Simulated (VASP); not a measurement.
# Mg (Pm-3m) in VASP: a series of runs

The runs below take Mg through single point, with LDA.

All numbers are computed with VASP 6.6.1; they aren't measurements. Logs are shortened: lines on timing, memory, paths and dates and some standing lists are left out, and cuts for length are marked.

## Step 1: Starting point

Symmetry: Pm-3m, No. 221, cubic system. The conventional cell has a = 2.958 Å, b = 2.958 Å, c = 2.958 Å, α = 90.00°, β = 90.00°, γ = 90.00°. Mg (site symmetry m-3m) is surrounded by 6 Mg at 2.96 Å.

This isn't the form of Mg at room conditions, which is hcp.

## Step 2: Single point, LDA

The input, INCAR:

```
PREC     = Accurate       # precision mode
ENCUT    = 520            # plane-wave cutoff, eV
EDIFF    = 1E-6           # SCF threshold, eV
ISMEAR   = -1             # smearing method
SIGMA    = 0.1            # smearing width, eV
LREAL    = False          # projectors in reciprocal space
LASPH    = True           # aspherical terms in the spheres
NELM     = 80             # most SCF steps
ALGO     = Fast           # electronic algorithm
ISIF     = 2              # what is computed and relaxed
LWAVE    = False          # write WAVECAR
LCHARG   = True           # write CHGCAR
LELF     = True           # ELF
LVHAR    = True         
NBANDS   = 7              # bands
```

The input, KPOINTS:

```
Automatic mesh
0
Gamma
  17 17 17
```

The input, POSCAR:

```
Mg
1.0
    2.9581198595      0.0000000000      0.0000000000
    0.0000000000      2.9581198595      0.0000000000
    0.0000000000      0.0000000000      2.9581198595
Mg
1
Direct
    0.0000000000      0.0000000000      0.0000000000
```

Potentials or basis: VASP PAW LDA potentials, release 64 (Mg).

Launch:

```sh
$ cat potpaw_LDA.64/Mg/POTCAR > POTCAR
$ mpirun -np 1 vasp_std > vasp.out
```

OUTCAR:

```text
PREC = Accurate
   ENCUT = 520
   EDIFF = 1E-6
   ISMEAR = -1
   LREAL = False
   LASPH = True
   NELM = 80
   ISIF = 2

 ion  position               nearest neighbor table
   1  0.000  0.000  0.000-

  LATTYP: Found a simple cubic cell.
 ALAT       =     2.9581198595

  Lattice vectors:

 A1 = (   2.9581198595,   0.0000000000,   0.0000000000)
 A2 = (   0.0000000000,   2.9581198595,   0.0000000000)
 A3 = (   0.0000000000,   0.0000000000,   2.9581198595)

Analysis of symmetry for initial positions (statically):
=====================================================================
 Subroutine PRICEL returns:
 Original cell was already a primitive cell.

 Routine SETGRP: Setting up the symmetry group for a
 simple cubic supercell.

 Subroutine GETGRP returns: Found 48 space group operations
 (whereof 48 operations were pure point group operations)
 out of a pool of 48 trial point group operations.

The static configuration has the point symmetry O_h .

Analysis of symmetry for dynamics (positions and initial velocities):
=====================================================================
 Subroutine PRICEL returns:
 Original cell was already a primitive cell.

 Routine SETGRP: Setting up the symmetry group for a
 simple cubic supercell.

 Subroutine GETGRP returns: Found 48 space group operations
 (whereof 48 operations were pure point group operations)
 out of a pool of 48 trial point group operations.

The dynamic configuration has the point symmetry O_h .

 Subroutine INISYM returns: Found 48 space group operations
 (whereof 48 operations are pure point group operations),
 and found     1 'primitive' translations

----------------------------------------------------------------------------------------

                                     Primitive cell

  volume of cell :      25.8849

  direct lattice vectors                    reciprocal lattice vectors
     2.958119860  0.000000000  0.000000000     0.338052563  0.000000000  0.000000000
     0.000000000  2.958119860  0.000000000     0.000000000  0.338052563  0.000000000
     0.000000000  0.000000000  2.958119860     0.000000000  0.000000000  0.338052563

  length of vectors
     2.958119860  2.958119860  2.958119860     0.338052563  0.338052563  0.338052563

  position of ions in fractional coordinates (direct lattice)
     0.000000000  0.000000000  0.000000000

  ion indices of the primitive-cell ions
   primitive index   ion index
                 1           1

----------------------------------------------------------------------------------------

 KPOINTS: Automatic mesh

Automatic generation of k-mesh.
 Grid dimensions read from file:
 generate k-points for:   17   17   17

 Generating k-lattice:

  Cartesian coordinates                     Fractional coordinates (reciprocal lattice)
     0.019885445  0.000000000  0.000000000     0.058823529  0.000000000  0.000000000
     0.000000000  0.019885445  0.000000000     0.000000000  0.058823529  0.000000000
     0.000000000  0.000000000  0.019885445     0.000000000  0.000000000  0.058823529

  Length of vectors
     0.019885445  0.019885445  0.019885445

  Shift w.r.t. Gamma in fractional coordinates (k-lattice)
     0.000000000  0.000000000  0.000000000

 Subroutine IBZKPT returns following result:
 ===========================================

 Found    165 irreducible k-points:

 Following reciprocal coordinates:
            Coordinates               Weight
  0.000000  0.000000  0.000000      1.000000
  0.058824  0.000000  0.000000      6.000000
  0.117647  0.000000  0.000000      6.000000
  0.176471  0.000000  0.000000      6.000000
  0.235294  0.000000  0.000000      6.000000
  0.294118  0.000000  0.000000      6.000000
[... 16 lines left out ...]
  0.411765  0.117647  0.000000     24.000000
  0.470588  0.117647  0.000000     24.000000
 [... further k-points ...]
   k-points           NKPTS =    165   k-points in BZ     NKDIM =    165   number of bands    NBANDS=      7
   number of dos      NEDOS =    301   number of ions     NIONS =      1
   total plane-waves  NPLWV =  13824
   dimension x,y,z NGX =    24 NGY =   24 NGZ =   24
   dimension x,y,z NGXF=    48 NGYF=   48 NGZF=   48
   ions per type =               1
   NGX,Y,Z   is equivalent  to a cutoff of  13.49, 13.49, 13.49 a.u.
   NGXF,Y,Z  is equivalent  to a cutoff of  26.98, 26.98, 26.98 a.u.
 SYSTEM =  unknown system
   PREC   = accura    normal or accurate (medium, high low for compatibility)
   ISTART =      0    job   : 0-new  1-cont  2-samecut
   ICHARG =      2    charge: 1-file 2-atom 10-const
   ISPIN  =      1    spin polarized calculation?
   LNONCOLLINEAR =      F non collinear calculations
   LSORBIT =      F    spin-orbit coupling
   LASPH  =      T    aspherical Exc in radial PAW
   ENCUT  =  520.0 eV  38.22 Ry    6.18 a.u.   5.50  5.50  5.50*2*pi/ulx,y,z
   NELM   =     80;   NELMIN=  2; NELMDL= -5     # of ELM steps
   EDIFF  = 0.1E-05   stopping-criterion for ELM
   LREAL  =      F    real-space projection
   EDIFFG = 0.1E-04   stopping-criterion for IOM
   NSW    =      0    number of steps for IOM
   IBRION =     -1    ionic relax: 0-MD 1-quasi-New 2-CG
   NFREE  =      0    steps in history (QN), initial steepest desc. (CG)
   ISIF   =      2    stress and relaxation
   ISYM   =      2    0-nonsym 1-usesym 2-fastsym
   POTIM  = 0.5000    time-step for ionic-motion
   TEBEG  =    0.0;   TEEND  =   0.0 temperature during run
   PSTRESS=    0.0 pullay stress
   NELECT =       2.0000    total number of electrons
   NUPDOWN=      -1.0000    fix difference up-down
   EMIN   =  10.00;   EMAX   =-10.00  energy-range for DOS
   EFERMI =   0.00;   METHOD = LEGACY
   ISMEAR =    -1;   SIGMA  =   0.10  broadening in eV -4-tet -1-fermi 0-gaus
   EFERMI_NEDOS =   21; number of points for ismear=-14 and -15
   IALGO  =     68    algorithm
   IMIX   =      4    mixing-type and parameters
     AMIX     =   0.40;   BMIX     =  1.00
     AMIX_MAG =   1.60;   BMIX_MAG =  1.00
  volume/ion in A,a.u.               =      25.88       174.68
  Fermi-wavevector in a.u.,A,eV,Ry     =   0.697272  1.317654  6.614998  0.486189
  Thomas-Fermi vector in A             =   1.780554
   LORBIT       =      0    0 simple, 1 ext, 2 COOP (PROOUT), +10 PAW based schemes
   GGA     = CA    functional components
   LHFCALC =     F    Hartree Fock is set to
   AEXX    =    0.0000 exact exchange contribution
   IVDW    =     0    specifies the selected vdW correction
   LEPSILON=     F    determine dielectric tensor
   LRPA    =     F    only Hartree local field effects (RPA)
 non-spin polarized calculation
 RMM-DIIS sequential band-by-band and
  energy-cutoff  :      520.00
  volume of cell :       25.88
 maximum number of plane-waves:       739
 NGX is ok and might be reduce to    24
   NGX = 11   NGY = 11   NGZ = 11

 number of electron       2.0000000 magnetization

 Free energy of the ion-electron system (eV)
  ---------------------------------------------------
  ext. energy  EPLUGINS =         0.00000000
  ---------------------------------------------------
  free energy    TOTEN  =        -1.41863802 eV

  energy without entropy =       -1.40286371  energy(sigma->0) =       -1.41075086

 E-fermi :   1.8013     XC(G=0):  -8.2621

 val. band max:        1.7567085085   @ k =   0.4706   0.2941   0.1176
 cond. band min:       1.8778713672   @ k =   0.4706   0.4118   0.0000
 fundamental gap:      0.1211628586
 Fermi energy:         1.8012714665

 k-point     1 :       0.0000    0.0000    0.0000
  band No.  band energies     occupation
      1      -4.5828      2.00000
      2      10.1384      0.00000
      3      10.1384      0.00000
      4      11.6532      0.00000
      5      11.6532      0.00000
      6      11.6532      0.00000
      7      16.3815      0.00000

 k-point     2 :       0.0588    0.0000    0.0000
  band No.  band energies     occupation
      1      -4.5235      2.00000
      2       9.2342      0.00000
      3      10.1902      0.00000
      4      11.7019      0.00000
      5      11.7019      0.00000
      6      12.4079      0.00000
      7      16.6664      0.00000

 k-point     3 :       0.1176    0.0000    0.0000
  band No.  band energies     occupation
      1      -4.3458      2.00000
      2       7.8150      0.00000
      3      10.3445      0.00000
      4      11.8484      0.00000
      5      11.8484      0.00000
      6      13.3673      0.00000
      7      17.5259      0.00000

 k-point     4 :       0.1765    0.0000    0.0000
  band No.  band energies     occupation
      1      -4.0503      2.00000
      2       6.3639      0.00000
      3      10.5975      0.00000
      4      12.0927      0.00000
      5      12.0927      0.00000
      6      14.1205      0.00000
      7      18.8606      0.00000

 k-point     5 :       0.2353    0.0000    0.0000
  band No.  band energies     occupation
      1      -3.6383      2.00000
      2       4.9550      0.00000
      3      10.9411      0.00000
      4      12.4352      0.00000
      5      12.4352      0.00000
      6      14.7591      0.00000
      7      19.9687      0.00000

 k-point     6 :       0.2941    0.0000    0.0000
  band No.  band energies     occupation
      1      -3.1115      2.00000
      2       3.6155      0.00000
      3      11.3597      0.00000
      4      12.8763      0.00000
      5      12.8763      0.00000
      6      15.3739      0.00000
      7      18.7491      0.00000

 k-point     7 :       0.3529    0.0000    0.0000
  band No.  band energies     occupation
      1      -2.4723      2.00000
      2       2.3600      0.00746
      3      11.8214      0.00000
      4      13.4164      0.00000
      5      13.4164      0.00000
      6      15.9897      0.00000
      7      17.6170      0.00000
[... 121 lines left out ...]
 k-point    20 :       0.2353    0.1176    0.0000
  band No.  band energies     occupation
      1      -3.4030      2.00000
      2       5.1444      0.00000
      3       8.8434      0.00000
      4      12.6296      0.00000
      5      12.9623      0.00000
      6      16.6843      0.00000
      7      17.6098      0.00000

 k-point    21 :       0.2941    0.1176    0.0000
  band No.  band energies     occupation
      1      -2.8772      2.00000
      2       3.8239      0.00000
      3       9.2875      0.00000
      4      13.0700      0.00000
      5      13.2945      0.00000
      6      16.4318      0.00000
      7      17.2946      0.00000

 k-point    22 :       0.3529    0.1176    0.0000
  band No.  band energies     occupation
      1      -2.2392      2.00000
      2       2.5770      0.00085
      3       9.8292      0.00000
      4      13.4419      0.00000
      5      13.6089      0.00000
      6      15.6915      0.00000
      7      17.6727      0.00000

 k-point    23 :       0.4118    0.1176    0.0000
  band No.  band energies     occupation
      1      -1.4930      2.00000
      2       1.4207      1.95648
      3      10.4342      0.00000
      4      13.1083      0.00000
      5      14.2461      0.00000
      6      15.6017      0.00000
      7      16.7610      0.00000

 k-point    24 :       0.4706    0.1176    0.0000
  band No.  band energies     occupation
      1      -0.6572      2.00000
      2       0.3788      2.00000
      3      10.9799      0.00000
      4      12.5649      0.00000
      5      14.9778      0.00000
      6      15.8325      0.00000
      7      15.8928      0.00000

 [... further k-points ...]

------------------------ aborting loop because EDIFF is reached ----------------------------------------

  FORCE on cell =-STRESS in cart. coord.  units (eV):
  Direction    XX          YY          ZZ          XY          YZ          ZX
  --------------------------------------------------------------------------------------
  -------------------------------------------------------------------------------------
  Total       -0.0281443     -0.0281443     -0.0281443      0.0000000      0.0000000     -0.0000000
  in kB       -1.7420231     -1.7420231     -1.7420231      0.0000000      0.0000000     -0.0000000
  external PRESSURE =      -1.7420231 kB  Pullay stress =       0.0000000 kB

 VOLUME and BASIS-vectors are now :
 -----------------------------------------------------------------------------
  energy-cutoff  :      520.00
  volume of cell :       25.88
      direct lattice vectors                 reciprocal lattice vectors
     2.958119860  0.000000000  0.000000000     0.338052563  0.000000000  0.000000000
     0.000000000  2.958119860  0.000000000     0.000000000  0.338052563  0.000000000
     0.000000000  0.000000000  2.958119860     0.000000000  0.000000000  0.338052563

 POSITION                                       TOTAL-FORCE (eV/Angst)
 -----------------------------------------------------------------------------------
      0.00000      0.00000      0.00000         0.000000      0.000000      0.000000
 -----------------------------------------------------------------------------------
    total drift:                                0.000000     -0.000000     -0.000000

  FREE ENERGIE OF THE ION-ELECTRON SYSTEM (eV)
  ---------------------------------------------------
  free  energy   TOTEN  =        -1.4186380165 eV

  energy  without entropy=       -1.4028637055  energy(sigma->0) =       -1.41075086
```

Wall time 32 s (1 thread of AMD EPYC, shared host); peak memory 0.11 GiB.

What came out:

| Item | Value |
| --- | --- |
| Free energy | -1.4186 eV |
| Pressure | -0.2 GPa |
| Band gap on the k mesh | none (metal or under the smearing width) |

## Step 3: Single point, LDA

This run uses another cell than the first one, of 22.78 Å³/atom, 0.880 times its volume.

The input, INCAR:

```
SYSTEM = Mg
PREC = Accurate ; ENCUT = 520
EDIFF = 1E-7 ; ISMEAR = -1
SIGMA = 0.1 ; LREAL = .FALSE.
LASPH = .TRUE. ; NELM = 60
ALGO = Fast ; ISIF = 2
LWAVE = .FALSE. ; LCHARG = .FALSE.
NBANDS = 7
```

The input, KPOINTS:

```
Automatic mesh
0
G
  12 12 12
  0 0 0
```

The input, POSCAR:

```
Mg
1.0
    2.8347188469      0.0000000000      0.0000000000
    0.0000000000      2.8347188469      0.0000000000
    0.0000000000      0.0000000000      2.8347188469
Mg
1
Direct
    0.0000000000      0.0000000000      0.0000000000
```

Potentials or basis: VASP PAW LDA potentials, release 64 (Mg).

Launch:

```sh
$ cat potpaw_LDA.64/Mg/POTCAR > POTCAR
$ mpirun -np 1 vasp_std > vasp.out
```

Run time: 16 s. Hardware: 1 thread of AMD EPYC, shared host; peak memory 0.1 GiB.

It converged, with:

| Item | Value |
| --- | --- |
| Free energy | -1.3849 eV |
| Pressure | 4.0 GPa |
| Band gap on the k mesh | none (metal or under the smearing width) |

Levels at points of the mesh, in eV from the Fermi level:
| k point | band 1 | band 2 | band 3 | band 4 | band 5 | band 6 |
| --- | --- | --- | --- | --- | --- | --- |
| (0.00, 0.00, 0.00) | -6.88 | 8.81 | 8.81 | 10.85 | 10.85 | 10.85 |
| (0.50, 0.00, 0.00) | -2.39 | -2.23 | 11.51 | 14.39 | 14.39 | 14.84 |
| (0.50, 0.50, 0.00) | 1.55 | 1.55 | 2.70 | 2.76 | 17.14 | 17.14 |
| (0.50, 0.50, 0.50) | 5.30 | 5.30 | 5.30 | 6.10 | 6.10 | 6.10 |

(Part 1 of 2 ends here.)
